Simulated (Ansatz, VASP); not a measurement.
**Al2Au: VASP beside Ansatz**

The input INCAR:

```
SYSTEM = Al2Au
ALGO = Normal
EDIFF = 1E-6
ENCUT = 520
GGA = PE
ISIF = 2
ISMEAR = 0
LASPH = .TRUE.
LCHARG = .FALSE.
LREAL = .FALSE.
LWAVE = .FALSE.
NBANDS = 16
NELM = 60
PREC = Accurate
SIGMA = 0.1
```

Contents of KPOINTS:

```
k-points
0
G
  12 12 12
  0 0 0
```

POSCAR

```
Al2Au
1.0
    0.0000000000      2.9997780838      2.9997780838
    2.9997780838      0.0000000000      2.9997780838
    2.9997780838      2.9997780838      0.0000000000
Al Au
2 1
Direct
    0.2500000000      0.2500000000      0.2500000000
    0.7500000000      0.7500000000      0.7500000000
    0.0000000000      0.0000000000      0.0000000000
```

Input for Ansatz:

```yaml
crystal:
  lattice:
    - [0.0, 2.9997780838, 2.9997780838]
    - [2.9997780838, 0.0, 2.9997780838]
    - [2.9997780838, 2.9997780838, 0.0]
  atoms:
    - { symbol: Al, position: [0.25, 0.25, 0.25] }
    - { symbol: Al, position: [0.75, 0.75, 0.75] }
    - { symbol: Au, position: [0.0, 0.0, 0.0] }
basis:
  ecutwfc: 420
kpoints:
  mp_grid: { grid: [12, 12, 12] }
hamiltonian:
  xc: pbe
scf:
  occupations: { method: gaussian, width: 0.1 }
output:
  forces: true
  stress: true
  eigenvalues: true
```

Alike in both runs: task single point; functional PBE; k mesh 12 × 12 × 12; occupations gaussian, width 0.1 eV; no spin polarisation.

|  | VASP | Ansatz |
| --- | --- | --- |
| version | VASP 6.6.1 | Ansatz 0.2.0 |
| potentials or method | VASP PAW PBE potentials, release 64 (Al, Au) | scalar-relativistic, plane waves, PAW |
| plane-wave cutoff (eV) | 520 | 420 |
| valence electrons in the cell | 17 | 25 |

```tsv
	VASP	Ansatz	Ansatz less VASP
gap on the k mesh at the Fermi level (eV)	none	none	-
pressure (GPa)	3.2	3.4	+0.25
```

A gap of «none» marks a metal or a gap that the smearing closes. With one functional, cell and mesh, what is left measures potentials, basis and numerics. The two sets of potentials don't hold the same shells in valence.

Spin-orbit coupling is left out, which matters for the levels of Au.
